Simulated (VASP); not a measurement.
Here is a VASP 6.6.1 calculation.

The input INCAR:

```
SYSTEM = ScAl
PREC = Accurate
ENCUT = 600
EDIFF = 1E-7
ISMEAR = -1
SIGMA = 0.05
LREAL = .FALSE.
LASPH = .TRUE.
NELM = 60
ALGO = Normal
ISIF = 3
LWAVE = .FALSE.
LCHARG = .FALSE.
GGA = PS
IBRION = 2
NSW = 60
EDIFFG = -0.02
```

KPOINTS

```
regular mesh
0
G
  8 8 8
  0 0 0
```

The input POSCAR:

```
ScAl
1.0
    3.3703489700      0.0000000000      0.0000000000
    0.0000000000      3.3703489700      0.0000000000
    0.0000000000      0.0000000000      3.3703489700
Sc Al
1 1
Direct
    0.5000000000      0.5000000000      0.5000000000
    0.0000000000      0.0000000000      0.0000000000
```

Potentials or basis: VASP PAW PBE potentials, release 64 (Sc_sv, Al).

The run is started by

```bash
$ cat potpaw_PBE.64/Sc_sv/POTCAR potpaw_PBE.64/Al/POTCAR > POTCAR
$ mpirun -np 1 vasp_std > vasp.out
```

Q: Estimate the relaxed cell.

A: a = 3.347 Å, b = 3.347 Å, c = 3.347 Å, α = 90.00°, β = 90.00°, γ = 90.00°.

Q: Predict the relaxed volume.

A: 18.75 Å³/atom.

Q: Predict the space group after relaxing (to 0.05 Å).

A: Pm-3m (No. 221).

Q: What does it give for the band gap on the k mesh?

A: None (metal or under the smearing width).

The path:
| step | energy change (eV) | largest force (eV/Å) | pressure (GPa) | volume (Å³) |
| --- | --- | --- | --- | --- |
| 1 | 0.0000 | 0.0000 | -1.63 | 38.28 |
| 2 | -0.0035 | 0.0000 | 0.64 | 37.22 |
| 3 | -0.0041 | 0.0000 | 0.00 | 37.50 |

Caveat: the PAW data sets were made with another functional, which shifts forces and pressure a little.
